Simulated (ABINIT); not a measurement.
# CuO (Tenorite) (Cc) in ABINIT: reference runs

Aim: a first look at CuO (Tenorite) with PBE, on the cell as given and on a disturbed one.

All numbers are computed with ABINIT 10.8.3 (patched build); they aren't measurements. Logs are shortened: lines on timing, memory, paths and dates and some standing lists are left out, and cuts for length are marked. The log counts tension as positive stress, the text compression.

### 1 The crystal as given

The structure is monoclinic, space group Cc (No. 9). Conventional cell: a = 4.689 Å, b = 3.427 Å, c = 5.132 Å, α = 90.00°, β = 99.65°, γ = 90.00°. Cu (site symmetry 1) is surrounded by 4 O at 1.91 to 2.02 Å. O (site symmetry 1) has 4 Cu at 1.91 to 2.02 Å as nearest neighbours.

### 2 Single point, PBE

File run.abi:

```
# Pseudopotentials
pp_dirpath "./"
pseudos "Cu.GGA_PBE-JTH.xml, O.GGA_PBE-JTH.xml"

# Structure
structure "poscar:POSCAR"
natom 4
chkprim 0
chksymtnons 0
tolsym 1.0e-6

# Plane-wave basis
ecut 26.0
pawecutdg 48.0
pawxcdev 0

# k points
kptopt 1
ngkpt 10 10 5
nshiftk 1
shiftk 0.0 0.0 0.0

# Exchange and correlation
ixc 11

# Bands and occupations
nband 30
occopt 3
tsmear 0.00183747

# SCF cycle
nstep 100
tolvrs 1.0e-9

# Output
iomode 3
prtwf 0
prteig 0
prtebands 0
enunit 1
prtden 1
prtvha 1
prtvclmb 1
prtpot 1
```

File POSCAR:

```
CuO
1.0
    2.3446500000     -1.7134000000      0.0000000000
    2.3446500000      1.7134000000      0.0000000000
   -0.8605543552      0.0000000000      5.0594363927
Cu O
2 2
Direct
    0.4968000000      0.0032000000      0.5000000000  Cu
    0.0032000000      0.4968000000      0.0000000000  Cu
    0.4056000000      0.5714000000      0.7537000000  O
    0.5714000000      0.4056000000      0.2537000000  O
```

Potentials or basis: JTH PAW PBE v2.0.

Command:

```bash
> mpirun --bind-to none -np 4 abinit run.abi > log 2>&1
```

run.abo:

```text
.Version 10.8.3 of ABINIT
 Symmetries : space group Cc (#  9); Bravais mC (1-face-center monocl.)
================================================================================
 Values of the parameters that define the memory need of the present run
     intxc =       0    ionmov =       0      iscf =      17    lmnmax =      18
     lnmax =       6     mgfft =      48  mpssoang =       3    mqgrid =    3001
     natom =       4  nloc_mem =       2    nspden =       1   nspinor =       1
    nsppol =       1      nsym =       2    n1xccc =       1    ntypat =       2
    occopt =       3   xclevel =       2
       mpw =        1751          nfft =       34992          nkpt =         141
Pmy_natom=         1
 PAW method is used; the additional fine FFT grid is defined by:
   mgfftf=        64    nfftf =     82944
================================================================================
================================================================================

--------------------------------------------------------------------------------
------------- Echo of variables that govern the present computation ------------
--------------------------------------------------------------------------------
 -outvars: echo values of preprocessed input variables --------
            acell      1.0000000000E+00  1.0000000000E+00  1.0000000000E+00 Bohr
              amu      6.35460000E+01  1.59994000E+01
          chkprim           0
      chksymtnons           0
             ecut      2.60000000E+01 Hartree
           enunit           1
                       outvar_i_n : Printing only first  50 k-points.
              ixc          11
                       outvar_i_n : Printing only first  50 k-points.
         kptrlatt       10    0    0      0   10    0      0    0    5
          kptrlen      4.84913173E+01
            natom           4
            nband          30
            ngfft          27      27      48
          ngfftdg          36      36      64
             nkpt         141
            nstep         100
             nsym           2
           ntypat           2
                       prtocc : prtvol=0, do not print more k-points.
           occopt           3
        pawecutdg      4.80000000E+01 Hartree
         pawxcdev           0
        prtebands           0
           prteig           0
           prtpot           1
         prtvclmb           1
           prtvha           1
            prtwf           0
            rprim      4.4307463611E+00 -3.2378567441E+00  0.0000000000E+00
                       4.4307463611E+00  3.2378567441E+00  0.0000000000E+00
                      -1.6262120478E+00  0.0000000000E+00  9.5609491337E+00
          spgroup           9
           tolsym      1.00000000E-06
           tolvrs      1.00000000E-09
           tsmear      1.83747000E-03 Hartree
            typat      1  1  2  2
           useylm           1
                       outvars : Printing only first  50 k-points.
           xangst      7.4204782240E-01 -8.4573424000E-01  2.5297181963E+00
                       1.1723250000E+00  8.4573424000E-01  0.0000000000E+00
                       1.6421232325E+00  2.8408172000E-01  3.8132972092E+00
                       2.0724004101E+00 -2.8408172000E-01  1.2835790128E+00
            xcart      1.4022671567E+00 -1.5982060889E+00  4.7804745668E+00
                       2.2153731806E+00  1.5982060889E+00  0.0000000000E+00
                       3.1031631744E+00  5.3683664818E-01  7.2060873620E+00
                       3.9162691983E+00 -5.3683664818E-01  2.4256127952E+00
             xred      4.9680000000E-01  3.2000000000E-03  5.0000000000E-01
                       3.2000000000E-03  4.9680000000E-01  0.0000000000E+00
                       4.0560000000E-01  5.7140000000E-01  7.5370000000E-01
                       5.7140000000E-01  4.0560000000E-01  2.5370000000E-01
            znucl       29.00000    8.00000

================================================================================

 chkinp: Checking input parameters for consistency.

================================================================================
== DATASET  1 ==================================================================

--- !DatasetInfo
iteration_state: {dtset: 1, }
dimensions: {natom: 4, nkpt: 141, mband: 30, nsppol: 1, nspinor: 1, nspden: 1, mpw: 1751, }
cutoff_energies: {ecut:  26.0, pawecutdg:  48.0, }
electrons: {nelect:   5.00000000E+01, charge:   0.00000000E+00, occopt:   3.00000000E+00, tsmear:   1.83747000E-03, }
meta: {optdriver: 0, ionmov: 0, optcell: 0, iscf: 17, paral_kgb: 0, }
...

 Exchange-correlation functional for the present dataset will be:
  GGA: Perdew-Burke-Ernzerhof functional - ixc=11
  J.P.Perdew, K.Burke, M.Ernzerhof, PRL 77, 3865 (1996)

 Real(R)+Recip(G) space primitive vectors, cartesian coordinates (Bohr,Bohr^-1):
 R(1)=  4.4307464 -3.2378567  0.0000000  G(1)=  0.1128478 -0.1544231  0.0191942
 R(2)=  4.4307464  3.2378567  0.0000000  G(2)=  0.1128478  0.1544231  0.0191942
 R(3)= -1.6262120  0.0000000  9.5609491  G(3)=  0.0000000  0.0000000  0.1045921
 Unit cell volume ucvol=  2.7432509E+02 bohr^3
 Angles (23,13,12)=  9.77808191E+01  9.77808191E+01  7.23164321E+01 degrees

 Coarse grid specifications (used for wave-functions):

 getcut: wavevector=  0.0000  0.0000  0.0000  ngfft=  27  27  48
         ecut(hartree)=     26.000   => boxcut(ratio)=   2.06414

 Fine grid specifications (used for densities):

 getcut: wavevector=  0.0000  0.0000  0.0000  ngfft=  36  36  64
         ecut(hartree)=     48.000   => boxcut(ratio)=   2.10424

--- Pseudopotential description ------------------------------------------------
- pspini: atom type   1  psp file is ./Cu.GGA_PBE-JTH.xml
[... 50 lines left out ...]
  sigma(1 1)= -1.80750483E-04  sigma(3 2)=  0.00000000E+00
  sigma(2 2)= -2.16737443E-04  sigma(3 1)=  6.04100945E-05
  sigma(3 3)= -1.63007504E-04  sigma(2 1)=  0.00000000E+00

--- !ResultsGS
iteration_state: {dtset: 1, }
comment   : Summary of ground state results
lattice_vectors:
- [  4.4307464,  -3.2378567,   0.0000000, ]
- [  4.4307464,   3.2378567,   0.0000000, ]
- [ -1.6262120,   0.0000000,   9.5609491, ]
lattice_lengths: [   5.48773,    5.48773,    9.69826, ]
lattice_angles: [ 97.781,  97.781,  72.316, ] # degrees, (23, 13, 12)
lattice_volume:   2.7432509E+02
convergence: {deltae:  2.899E-12, res2:  2.407E-11, residm:  1.100E-04, diffor: null, }
etotal    :  -4.28147183E+02
entropy   :   0.00000000E+00
fermie    :   2.08292819E-01
cartesian_stress_tensor: # hartree/bohr^3
- [ -1.80750483E-04,   0.00000000E+00,   6.04100945E-05, ]
- [  0.00000000E+00,  -2.16737443E-04,   0.00000000E+00, ]
- [  6.04100945E-05,   0.00000000E+00,  -1.63007504E-04, ]
pressure_GPa:   5.4968E+00
xred      :
- [  4.9680E-01,   3.2000E-03,   5.0000E-01, Cu]
- [  3.2000E-03,   4.9680E-01,   0.0000E+00, Cu]
- [  4.0560E-01,   5.7140E-01,   7.5370E-01,  O]
- [  5.7140E-01,   4.0560E-01,   2.5370E-01,  O]
cartesian_forces: # hartree/bohr
- [ -1.24219778E-02,  -6.94400172E-03,   4.81561050E-03, ]
- [ -1.24219778E-02,   6.94400172E-03,   4.81561050E-03, ]
- [  1.24219778E-02,  -5.81903191E-03,  -4.81561050E-03, ]
- [  1.24219778E-02,   5.81903191E-03,  -4.81561050E-03, ]
force_length_stats: {min:   1.45381144E-02, max:   1.50238077E-02, mean:   1.47809610E-02, }
...

 Integrated electronic density in atomic spheres:
 ------------------------------------------------
 Atom  Sphere_radius  Integrated_density
    1        2.00090         17.30976795
    2        2.00090         17.30976795
    3        1.41465          4.52165025
    4        1.41465          4.52165025

================================================================================

 ----iterations are completed or convergence reached----

 Mean square residual over all n,k,spin=   48.571E-09; max=  10.999E-05
 reduced coordinates (array xred) for    4 atoms
       0.496800000000      0.003200000000      0.500000000000
       0.003200000000      0.496800000000      0.000000000000
       0.405600000000      0.571400000000      0.753700000000
       0.571400000000      0.405600000000      0.253700000000
 rms dE/dt=  6.1392E-02; max dE/dt=  7.7543E-02; dE/dt below (all hartree)
    1       0.032575564575      0.077542930203     -0.066219603595
    2       0.077542930203      0.032575564575     -0.066219603595
    3      -0.073859210278     -0.036176826843      0.066265550357
    4      -0.036176826843     -0.073859210278      0.066265550357

 cartesian coordinates (angstrom) at end:
    1      0.74204782240000    -0.84573424000000     2.52971819635000
    2      1.17232500000000     0.84573424000000     0.00000000000000
    3      1.64212323248576     0.28408172000000     3.81329720917799
    4      2.07240041008576    -0.28408172000000     1.28357901282799

 cartesian forces (hartree/bohr) at end:
    1     -0.01242197780891    -0.00694400172425     0.00481561049663
    2     -0.01242197780891     0.00694400172425     0.00481561049663
    3      0.01242197780891    -0.00581903191100    -0.00481561049663
    4      0.01242197780891     0.00581903191100    -0.00481561049663
 frms,max,avg= 8.5349435E-03 1.2421978E-02  -4.653E-06  0.000E+00 -3.194E-06 h/b

 cartesian forces (eV/Angstrom) at end:
    1     -0.63876378151252    -0.35707492546207     0.24762864806547
    2     -0.63876378151252     0.35707492546207     0.24762864806547
    3      0.63876378151252    -0.29922665177720    -0.24762864806547
    4      0.63876378151252     0.29922665177720    -0.24762864806547
 frms,max,avg= 4.3888444E-01 6.3876378E-01  -2.392E-04  0.000E+00 -1.643E-04 e/A
 length scales=  1.000000000000  1.000000000000  1.000000000000 bohr
              =  0.529177210544  0.529177210544  0.529177210544 angstroms
 Fermi (or HOMO) energy (eV) =   5.66794   Average Vxc (eV)= -11.43657
 Eigenvalues (   eV  ) for nkpt= 141  k points:
 kpt#   1, nband= 30, wtk=  0.00200, kpt=  0.0000  0.0000  0.0000 (reduced coord)
-106.94271 -106.94204  -64.47152  -64.47128  -64.44483  -64.43585  -64.03162  -64.03113
 -14.28947  -12.97598   -2.49784    0.11116    0.47069    2.27824    2.35470    2.42341
   2.62248    2.90003    2.97922    3.15057    3.35539    3.46123    3.54266    4.02193
   5.88008    6.58622    7.34234   11.65942   13.78192   18.96057
 prteigrs : prtvol=0 or 1, do not print more k-points.

--- !EnergyTerms
iteration_state     : {dtset: 1, }
comment             : Components of total free energy in Hartree
kinetic             :  3.68932184011973E+01
hartree             :  1.04339911163151E+02
xc                  : -1.13047470977691E+01
Ewald energy        : -2.48309193486708E+02
psp_core            :  1.52386630824103E+01
local_psp           : -2.62950812088948E+02
PAW spherical_terms : -6.20535180483550E+01
internal            : -4.28146478075021E+02
'-kT*entropy'       : -7.03458021713612E-04
total_energy        : -4.28147181533043E+02
total_energy_eV     : -1.16504783268238E+04
...

--- !EnergyTermsDC
iteration_state     : {dtset: 1, }
comment             : '"Double-counting" decomposition of free energy'
band_energy         : -4.34892720455222E+01
Ewald energy        : -2.48309193486708E+02
psp_core            :  1.52386630824103E+01
xc_dc               : -1.01003979463901E+02
PAW spherical_terms : -5.05826977768329E+01
internal            : -4.28146479690554E+02
'-kT*entropy'       : -7.03458021713612E-04
total_energy_dc     : -4.28147183148575E+02
total_energy_dc_eV  : -1.16504783707846E+04
...

--- !EnergyTermsWithPAWCore
iteration_state     : {dtset: 1, }
comment             : 'Components of total free energy, including PAW core contributions'
Total energy        : -3.46041777550840E+03
Total energy DC     : -3.46041777712394E+03
Total energy (eV)   : -9.41627646618176E+04
Total energy DC (eV): -9.41627647057784E+04
...

 Cartesian components of stress tensor (hartree/bohr^3)
  sigma(1 1)= -1.80750483E-04  sigma(3 2)=  0.00000000E+00
  sigma(2 2)= -2.16737443E-04  sigma(3 1)=  6.04100945E-05
  sigma(3 3)= -1.63007504E-04  sigma(2 1)=  0.00000000E+00

-Cartesian components of stress tensor (GPa)         [Pressure=  5.4968E+00 GPa]
- sigma(1 1)= -5.31786281E+00  sigma(3 2)=  0.00000000E+00
- sigma(2 2)= -6.37663571E+00  sigma(3 1)=  1.77732634E+00
- sigma(3 3)= -4.79584634E+00  sigma(2 1)=  0.00000000E+00

== END DATASET(S) ==============================================================
================================================================================

 -outvars: echo values of variables after computation  --------
            acell      1.0000000000E+00  1.0000000000E+00  1.0000000000E+00 Bohr
           etotal     -4.2814718315E+02
            fcart     -1.2421977809E-02 -6.9440017242E-03  4.8156104966E-03
                      -1.2421977809E-02  6.9440017242E-03  4.8156104966E-03
                       1.2421977809E-02 -5.8190319110E-03 -4.8156104966E-03
                       1.2421977809E-02  5.8190319110E-03 -4.8156104966E-03
            rprim      4.4307463611E+00 -3.2378567441E+00  0.0000000000E+00
                       4.4307463611E+00  3.2378567441E+00  0.0000000000E+00
                      -1.6262120478E+00  0.0000000000E+00  9.5609491337E+00
           strten     -1.8075048296E-04 -2.1673744258E-04 -1.6300750383E-04
                       0.0000000000E+00  6.0410094511E-05  0.0000000000E+00
           xangst      7.4204782240E-01 -8.4573424000E-01  2.5297181963E+00
                       1.1723250000E+00  8.4573424000E-01  0.0000000000E+00
                       1.6421232325E+00  2.8408172000E-01  3.8132972092E+00
                       2.0724004101E+00 -2.8408172000E-01  1.2835790128E+00
             xred      4.9680000000E-01  3.2000000000E-03  5.0000000000E-01
                       3.2000000000E-03  4.9680000000E-01  0.0000000000E+00
                       4.0560000000E-01  5.7140000000E-01  7.5370000000E-01
                       5.7140000000E-01  4.0560000000E-01  2.5370000000E-01
 Calculation completed.
```

Run time: 85 s. Hardware: 4 MPI ranks of Arm Neoverse V2, shared host; peak memory 0.56 GiB.

Results:

```
Free energy                                           : -11650.4784 eV
Pressure                                              : 5.5 GPa
Largest force                                         : 0.773 eV/Å
Band gap on the k mesh                                : none (metal or under the smearing width)
Valence electrons inside the program's atomic spheres : Cu 17.31; O 4.52
```

Forces on the atoms (eV/Å):
```
Cu  -0.639 -0.357  0.248
Cu  -0.639  0.357  0.248
O    0.639 -0.299 -0.248
O    0.639  0.299 -0.248
```

Caveat: the run has no spin polarisation, though such a crystal can be magnetic; semilocal functionals often make such compounds metallic where correlation or magnetic order opens a gap, which also shifts bond lengths. With open d or f shells a metallic result of PBE can be an artefact of self-interaction; +U or a hybrid may open a gap.

### 3 Single point, PBE (atoms moved at random, drawn with an rms of 0.05 Å)

Edit run.abi of step 2 so:

```diff
@@ -5,4 +5,16 @@
 # Structure
-structure "poscar:POSCAR"
+acell 3*1.0 Angstrom
+rprim
+     2.3446500000    -1.7134000000     0.0000000000
+     2.3446500000     1.7134000000     0.0000000000
+    -0.8605543552     0.0000000000     5.0594363927
+ntypat 2
+znucl 29 8
 natom 4
+typat 1 1 2 2
+xred
+     0.5057020000    -0.0099960000     0.4952360000
+     0.0115430000     0.5010150000    -0.0027230000
+     0.4001180000     0.5775250000     0.7609880000
+     0.5763470000     0.4140770000     0.2581400000
 chkprim 0
@@ -28,3 +40,3 @@
 occopt 3
-tsmear 0.00183747
+tsmear 0.05 eV
 
@@ -37,2 +49,3 @@
 prtwf 0
+prtden 0
 prteig 0
@@ -40,5 +53 @@
 enunit 1
-prtden 1
-prtvha 1
-prtvclmb 1
-prtpot 1
```

Potentials or basis: JTH PAW PBE v2.0.

Command:

```bash
> mpirun --bind-to none -np 4 abinit run.abi > log 2>&1
```

run.abo:

```text
.Version 10.8.3 of ABINIT
 Symmetries : space group P1 (#  1); Bravais aP (primitive triclinic)
================================================================================
 Values of the parameters that define the memory need of the present run
     intxc =       0    ionmov =       0      iscf =      17    lmnmax =      18
     lnmax =       6     mgfft =      48  mpssoang =       3    mqgrid =    3001
     natom =       4  nloc_mem =       2    nspden =       1   nspinor =       1
    nsppol =       1      nsym =       1    n1xccc =       1    ntypat =       2
    occopt =       3   xclevel =       2
       mpw =        1751          nfft =       34992          nkpt =         252
Pmy_natom=         1
 PAW method is used; the additional fine FFT grid is defined by:
   mgfftf=        64    nfftf =     82944
================================================================================
================================================================================

[... 285 lines left out ...]

 -outvars: echo values of variables after computation  --------
            acell      1.8897261259E+00  1.8897261259E+00  1.8897261259E+00 Bohr
           etotal     -4.2814426749E+02
            fcart     -4.1721789416E-03  4.5139457614E-03  1.7318650804E-02
                      -2.2210386685E-02  1.0333098700E-02  1.6084878993E-02
                       1.8016717621E-02 -1.4628408054E-02 -2.0837325116E-02
                       8.3658480060E-03 -2.1863640743E-04 -1.2566204681E-02
            rprim      2.3446500000E+00 -1.7134000000E+00  0.0000000000E+00
                       2.3446500000E+00  1.7134000000E+00  0.0000000000E+00
                      -8.6055435520E-01  0.0000000000E+00  5.0594363927E+00
           strten     -2.3332340129E-04 -2.2291810239E-04 -1.9259797071E-04
                      -2.6151652177E-05  9.6459511582E-05  6.7505083570E-07
           xangst      7.3607957625E-01 -8.8359695320E-01  2.5056150414E+00
                       1.2041124042E+00  8.3866132480E-01 -1.3776845297E-02
                       1.6373591223E+00  3.0396915380E-01  3.8501703816E+00
                       2.1000541303E+00 -2.7803341800E-01  1.3060429104E+00
             xred      5.0570200000E-01 -9.9960000000E-03  4.9523600000E-01
                       1.1543000000E-02  5.0101500000E-01 -2.7230000000E-03
                       4.0011800000E-01  5.7752500000E-01  7.6098800000E-01
                       5.7634700000E-01  4.1407700000E-01  2.5814000000E-01
 Calculation completed.
```

Run time: 2.5 min. Hardware: 4 MPI ranks of Arm Neoverse V2, shared host; peak memory 0.68 GiB.

What came out:

* Free energy: -11650.3990 eV
* Pressure: 6.4 GPa
* Largest force: 1.604 eV/Å
* Band gap on the k mesh: none (metal or under the smearing width)
* Valence electrons inside the program's atomic spheres: Cu 17.31, 17.32; O 4.51

Forces in eV/Å, atoms in the order of the input:
```
Cu  -0.215  0.232  0.891
Cu  -1.142  0.531  0.827
O    0.926 -0.752 -1.071
O    0.430 -0.011 -0.646
```

Levels at points of the mesh, in eV from the Fermi level:
```
           k point  band 23  band 24  band 25  band 26  band 27  band 28
(0.00, 0.00, 0.00)    -2.06    -1.63     0.21     0.92     1.68     6.00
(0.50, 0.00, 0.00)    -1.48    -1.38     0.00     0.27     4.90     6.28
(0.00, 0.50, 0.00)    -1.48    -1.35    -0.11     0.36     4.86     6.27
(0.50, 0.50, 0.00)    -1.67    -1.21    -0.65     1.02     3.36     6.94
```

Caveat: the run has no spin polarisation, though such a crystal can be magnetic; semilocal functionals often make such compounds metallic where correlation or magnetic order opens a gap, which also shifts bond lengths.
